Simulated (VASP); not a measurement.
Write the native input for VASP 6.6.1 that does the following.

```yaml
Task: single point
Functional: PBE
Dispersion: D3(BJ)
Potentials_or_basis: VASP PAW PBE potentials, release 64 (C, O)
Cutoff: 520 eV
k_mesh: 1 × 1 × 1
Occupations: fermi-dirac, width 0.02 eV
Spin: no spin polarisation
Dipole_correction: no
Further_INCAR_settings: LREAL = Auto; ALGO = Fast; EDIFF = 1e-06; NBANDS = 101
```

The structure of CO2 lies in POSCAR:

```
CO2
1.0
    8.7065880000      0.0000000000      0.0000000000
    0.0000000000      8.7065880000      0.0000000000
    0.0000000000      0.0000000000      8.7065880000
C O
10 20
Direct
    0.9043956140      0.1876739775      0.0760918054
    0.1976778963      0.4742615592      0.5487109302
    0.5542929102      0.1051617465      0.7911710075
    0.8499770519      0.0433235155      0.4479596370
    0.2259208774      0.8307157752      0.2718516140
    0.4526112870      0.6643704744      0.8971137718
    0.8040692864      0.5864065234      0.3574879160
    0.2788003751      0.3940694104      0.1153838909
    0.8781626051      0.7705888920     -0.0877955865
    0.2496730062      0.1130293520      0.6603275589
    0.8095938386      0.2195119374      0.1655298264
    0.9967279949      0.1559968153     -0.0166310844
    0.2067744563      0.5528112735      0.6566521811
    0.1958057508      0.3960334404      0.4368645904
    0.5615862379      0.1379415220      0.9252878395
    0.5621605157      0.0552799788      0.6675634588
    0.7858761664     -0.0451037766      0.3688815871
    0.9154791751      0.1300854020      0.5285997224
    0.1305448242      0.9244608795      0.2436890318
    0.3342756083      0.7529815354      0.2756992751
    0.5423019902      0.5613909835      0.8882354373
    0.3779092338      0.7743216975      0.9079216795
    0.9196024895      0.6250783889      0.4208881826
    0.6886394533      0.5533510946      0.2980616517
    0.2087614574      0.5016775802      0.0714401554
    0.3617605427      0.2890110339      0.1465442031
    0.8982623273      0.7174452265      0.0333655388
    0.8487136408      0.8209875097     -0.2108058863
    0.2923877873      0.2286544396      0.7158372488
    0.2140562985     -0.0126455966      0.6316940689
```

The cell was built by a generator and needn't be a form met in nature.

One way to write it, as run:

INCAR

```
SYSTEM = CO2
PREC = Accurate
ENCUT = 520
EDIFF = 1E-6
ISMEAR = -1
SIGMA = 0.02
LREAL = Auto
LASPH = .TRUE.
NELM = 60
ALGO = Fast
ISIF = 2
LWAVE = .FALSE.
LCHARG = .TRUE.
GGA = PE
IVDW = 12
LELF = .TRUE.
LVHAR = .TRUE.
NBANDS = 101
```

KPOINTS

```
Automatic mesh
0
G
  1 1 1
  0 0 0
```

Potentials or basis: VASP PAW PBE potentials, release 64 (C, O).

Command:

```sh
$ cat potpaw_PBE.64/C/POTCAR potpaw_PBE.64/O/POTCAR > POTCAR
$ mpirun -np 1 vasp_gam > vasp.out
```

It gave:

- Pressure: -0.2 GPa
- Largest force: 4.140 eV/Å
- Band gap on the k mesh: 6.13 eV, direct
- Dispersion energy per atom: -0.044 eV

Caveat: the standard files for N, O and F lose accuracy on very short bonds.

It took 5.6 min on 1 thread of AMD EPYC 7571 (shared host), peak memory 0.62 GiB.
